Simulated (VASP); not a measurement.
# AlN (P6_3/mmc) in VASP: notebook, part 2 of 2

VASP 6.6.1. The steps go on from the part before.

## Step 4: Single point, PBEsol

The input, INCAR:

```
PREC     = Accurate       # precision mode
ENCUT    = 450            # plane-wave cutoff, eV
EDIFF    = 1E-6           # SCF threshold, eV
ISMEAR   = 0              # smearing method
SIGMA    = 0.05           # smearing width, eV
LREAL    = Auto         
LASPH    = True           # aspherical terms in the spheres
NELM     = 100            # most SCF steps
ALGO     = Normal         # electronic algorithm
ISIF     = 2              # what is computed and relaxed
LWAVE    = False          # write WAVECAR
LCHARG   = False          # write CHGCAR
GGA      = PS             # functional
ADDGRID  = False
```

The input, KPOINTS:

```
regular mesh
0
Gamma
  6 6 4
```

The input, POSCAR:

```
AlN
1.0
    3.3121157418      0.0000000000      0.0000000000
   -1.6560578709      2.8683763727      0.0000000000
    0.0000000000      0.0000000000      4.1875630000
Al N
2 2
Direct
    0.6666666667      0.3333333333      0.2500000000
    0.3333333333      0.6666666667      0.7500000000
    0.6666666667      0.3333333333      0.7500000000
    0.3333333333      0.6666666667      0.2500000000
```

Potentials or basis: VASP PAW PBE potentials, release 64 (Al, N).

Run with:

```sh
> cat potpaw_PBE.64/Al/POTCAR potpaw_PBE.64/N/POTCAR > POTCAR
> mpirun -np 1 vasp_std > vasp.out
```

OUTCAR:

```text
PREC = Accurate
   ENCUT = 450
   EDIFF = 1E-6
   ISMEAR = 0
   LREAL = Auto
   LASPH = True
   NELM = 100
   ISIF = 2
   GGA = PS

 Found     21 irreducible k-points:

 Following reciprocal coordinates:
            Coordinates               Weight
  0.000000  0.000000  0.000000      1.000000
  0.166667  0.000000  0.000000      6.000000
  0.333333 -0.000000  0.000000      6.000000
  0.500000  0.000000  0.000000      3.000000
  0.166667  0.166667  0.000000      6.000000
  0.333333  0.166667  0.000000     12.000000
   k-points           NKPTS =     21   k-points in BZ     NKDIM =     21   number of bands    NBANDS=     12
   number of dos      NEDOS =    301   number of ions     NIONS =      4
   total plane-waves  NPLWV =  17280
   dimension x,y,z NGX =    24 NGY =   24 NGZ =   30
   dimension x,y,z NGXF=    48 NGYF=   48 NGZF=   60
   ions per type =               2   2
   NGX,Y,Z   is equivalent  to a cutoff of  12.05, 12.05, 11.91 a.u.
   NGXF,Y,Z  is equivalent  to a cutoff of  24.09, 24.09, 23.82 a.u.
 SYSTEM =  unknown system
   PREC   = accura    normal or accurate (medium, high low for compatibility)
   ISTART =      0    job   : 0-new  1-cont  2-samecut
   ICHARG =      2    charge: 1-file 2-atom 10-const
   ISPIN  =      1    spin polarized calculation?
   LNONCOLLINEAR =      F non collinear calculations
   LSORBIT =      F    spin-orbit coupling
   LASPH  =      T    aspherical Exc in radial PAW
   ENCUT  =  450.0 eV  33.07 Ry    5.75 a.u.   5.73  5.73  7.24*2*pi/ulx,y,z
   NELM   =    100;   NELMIN=  2; NELMDL= -5     # of ELM steps
   EDIFF  = 0.1E-05   stopping-criterion for ELM
   LREAL  =      T    real-space projection
   EDIFFG = 0.1E-04   stopping-criterion for IOM
   NSW    =      0    number of steps for IOM
   IBRION =     -1    ionic relax: 0-MD 1-quasi-New 2-CG
   NFREE  =      0    steps in history (QN), initial steepest desc. (CG)
   ISIF   =      2    stress and relaxation
   ISYM   =      2    0-nonsym 1-usesym 2-fastsym
   POTIM  = 0.5000    time-step for ionic-motion
   TEBEG  =    0.0;   TEEND  =   0.0 temperature during run
   PSTRESS=    0.0 pullay stress
   NELECT =      16.0000    total number of electrons
   NUPDOWN=      -1.0000    fix difference up-down
   EMIN   =  10.00;   EMAX   =-10.00  energy-range for DOS
   EFERMI =   0.00;   METHOD = LEGACY
   ISMEAR =     0;   SIGMA  =   0.05  broadening in eV -4-tet -1-fermi 0-gaus
   EFERMI_NEDOS =   21; number of points for ismear=-14 and -15
   IALGO  =     38    algorithm
   IMIX   =      4    mixing-type and parameters
     AMIX     =   0.40;   BMIX     =  1.00
     AMIX_MAG =   1.60;   BMIX_MAG =  1.00
  volume/ion in A,a.u.               =       9.95        67.12
  Fermi-wavevector in a.u.,A,eV,Ry     =   1.208409  2.283561 19.867927  1.460251
  Thomas-Fermi vector in A             =   2.344017
   LORBIT       =      0    0 simple, 1 ext, 2 COOP (PROOUT), +10 PAW based schemes
   GGA     = PS    functional components
   LHFCALC =     F    Hartree Fock is set to
   AEXX    =    0.0000 exact exchange contribution
   IVDW    =     0    specifies the selected vdW correction
   LEPSILON=     F    determine dielectric tensor
   LRPA    =     F    only Hartree local field effects (RPA)
 non-spin polarized calculation
 Gauss-broadening in eV      SIGMA  =   0.05
  energy-cutoff  :      450.00
  volume of cell :       39.78
 maximum number of plane-waves:       870
 NGX is ok and might be reduce to    24
   NGX = 11   NGY = 11   NGZ = 15

 number of electron      15.9999997 magnetization

 Free energy of the ion-electron system (eV)
  ---------------------------------------------------
  ext. energy  EPLUGINS =         0.00000000
  ---------------------------------------------------
  free energy    TOTEN  =       -30.94375628 eV

  energy without entropy =      -30.94375628  energy(sigma->0) =      -30.94375628

 E-fermi :   8.0673     XC(G=0): -11.3531

 val. band max:        7.8630171886   @ k =   0.0000   0.0000   0.0000
 cond. band min:      11.0476799398   @ k =   0.0000   0.0000   0.0000
 fundamental gap:      3.1846627512
 Fermi energy:         8.0673215553

 k-point     1 :       0.0000    0.0000    0.0000
  band No.  band energies     occupation
      1      -8.9058      2.00000
      2      -5.2326      2.00000
      3       0.9376      2.00000
      4       4.5771      2.00000
      5       4.5771      2.00000
      6       6.2451      2.00000
      7       6.2451      2.00000
      8       7.8630      2.00000
      9      11.0477      0.00000
     10      12.1993      0.00000
     11      15.9946      0.00000
     12      15.9946      0.00000

 k-point     2 :       0.1667    0.0000    0.0000
  band No.  band energies     occupation
      1      -8.5918      2.00000
      2      -5.2338      2.00000
      3       1.2775      2.00000
      4       3.5467      2.00000
      5       4.1773      2.00000
      6       5.2951      2.00000
      7       6.3696      2.00000
      8       7.3354      2.00000
      9      12.2008      0.00000
     10      13.1959      0.00000
     11      15.1888      0.00000
     12      16.8380      0.00000

 k-point     3 :       0.3333   -0.0000    0.0000
  band No.  band energies     occupation
      1      -7.7561      2.00000
      2      -5.4414      2.00000
      3       1.9685      2.00000
      4       2.2174      2.00000
      5       3.5924      2.00000
      6       4.0473      2.00000
      7       6.0173      2.00000
      8       6.4213      2.00000
      9      12.1271      0.00000
     10      14.5150      0.00000
     11      15.6301      0.00000
     12      16.3163      0.00000

 k-point     4 :       0.5000    0.0000    0.0000
  band No.  band energies     occupation
      1      -7.0298      2.00000
      2      -5.8676      2.00000
      3       1.3556      2.00000
      4       3.0973      2.00000
      5       3.3558      2.00000
      6       3.5297      2.00000
      7       4.9439      2.00000
      8       6.4029      2.00000
      9      11.6160      0.00000
     10      14.8823      0.00000
     11      14.9151      0.00000
     12      17.1339      0.00000

 k-point     5 :       0.1667    0.1667    0.0000
  band No.  band energies     occupation
      1      -8.0108      2.00000
      2      -5.3368      2.00000
      3       1.9246      2.00000
      4       2.7458      2.00000
      5       2.9214      2.00000
      6       4.8464      2.00000
      7       6.1136      2.00000
      8       6.4329      2.00000
      9      13.0599      0.00000
     10      14.4739      0.00000
     11      14.9698      0.00000
     12      15.4258      0.00000

 k-point     6 :       0.3333    0.1667    0.0000
  band No.  band energies     occupation
      1      -7.0980      2.00000
      2      -5.7689      2.00000
      3       1.4698      2.00000
      4       2.9367      2.00000
      5       3.0161      2.00000
      6       3.8902      2.00000
      7       5.1193      2.00000
      8       5.8724      2.00000
      9      12.8194      0.00000
     10      13.8357      0.00000
     11      15.7018      0.00000
     12      16.3117      0.00000

 [... further k-points ...]

------------------------ aborting loop because EDIFF is reached ----------------------------------------

  FORCE on cell =-STRESS in cart. coord.  units (eV):
  Direction    XX          YY          ZZ          XY          YZ          ZX
  --------------------------------------------------------------------------------------
  -------------------------------------------------------------------------------------
  Total       -0.9953664     -0.9953664     -1.2662680      0.0000000      0.0000000      0.0000000
  in kB      -40.0858021    -40.0858021    -50.9956593      0.0000000      0.0000000      0.0000000
  external PRESSURE =     -43.7224212 kB  Pullay stress =       0.0000000 kB

 VOLUME and BASIS-vectors are now :
 -----------------------------------------------------------------------------
  energy-cutoff  :      450.00
  volume of cell :       39.78
      direct lattice vectors                 reciprocal lattice vectors
     3.312115742  0.000000000  0.000000000     0.301921816  0.174314642  0.000000000
    -1.656057871  2.868376373  0.000000000     0.000000000  0.348629284  0.000000000
     0.000000000  0.000000000  4.187563000     0.000000000  0.000000000  0.238802377

 POSITION                                       TOTAL-FORCE (eV/Angst)
 -----------------------------------------------------------------------------------
      1.65606      0.95613      1.04689         0.000000      0.000000      0.000000
     -0.00000      1.91225      3.14067         0.000000     -0.000000      0.000000
      1.65606      0.95613      3.14067        -0.000000      0.000000      0.000000
     -0.00000      1.91225      1.04689        -0.000000      0.000000      0.000000
 -----------------------------------------------------------------------------------
    total drift:                               -0.000000     -0.000000     -0.000000

  FREE ENERGIE OF THE ION-ELECTRON SYSTEM (eV)
  ---------------------------------------------------
  free  energy   TOTEN  =       -30.9437562808 eV

  energy  without entropy=      -30.9437562808  energy(sigma->0) =      -30.94375628
```

Run time: 4.9 s. Hardware: 1 thread of Intel Xeon 6975P-C (Granite Rapids), shared host; peak memory 0.13 GiB.

These settings aren't checked as converged: the numbers below hold their error.

Results:

| Item | Value |
| --- | --- |
| Free energy | -30.9438 eV |
| Band gap on the k mesh | 3.18 eV, direct |

Caveat: the cutoff is under 1.25 times the usual one of these potentials, so pressure, stress and relaxed cells hold a basis-set (Pulay) error; the PAW data sets were made with another functional, which shifts forces and pressure a little.

## Step 5: Single point, PBEsol

INCAR is that of step 4.

KPOINTS is that of step 4.

The input, POSCAR:

```
AlN
1.0
    3.3121157418      0.0000000000      0.0000000000
   -1.6560578709      2.8683763727      0.0000000000
    0.0000000000      0.0000000000      4.1875630000
Al N
2 2
Direct
    0.6237580000      0.3299140000      0.2556100000
    0.3117670000      0.6288490000      0.7350250000
    0.6903480000      0.3199170000      0.7468030000
    0.3351220000      0.6696830000      0.2481240000
```

Run with:

```sh
> cat potpaw_PBE.64/Al/POTCAR potpaw_PBE.64/N/POTCAR > POTCAR
> mpirun -np 1 vasp_std > vasp.out
```

It took 14 s on 1 thread of Intel Xeon 6975P-C (Granite Rapids), shared host; peak memory 0.14 GiB.

These settings aren't checked as converged: the numbers below hold their error.

What came out:

```
Free energy            : -30.5516 eV
Largest force          : 2.823 eV/Å
Band gap on the k mesh : 3.09 eV, direct
```

Caveat: the cutoff is under 1.25 times the usual one of these potentials, so pressure, stress and relaxed cells hold a basis-set (Pulay) error; the PAW data sets were made with another functional, which shifts forces and pressure a little.

## Step 6: The reference run

An earlier run on the cell as given: functional PBE; potentials or basis VASP PAW PBE potentials, release 64 (Al, N); cutoff 520 eV; k mesh 9 × 9 × 7; occupations fermi-dirac, width 0.05 eV; no spin polarisation.

* Pressure: 0.0 GPa
* Band gap on the k mesh: 3.27 eV, direct
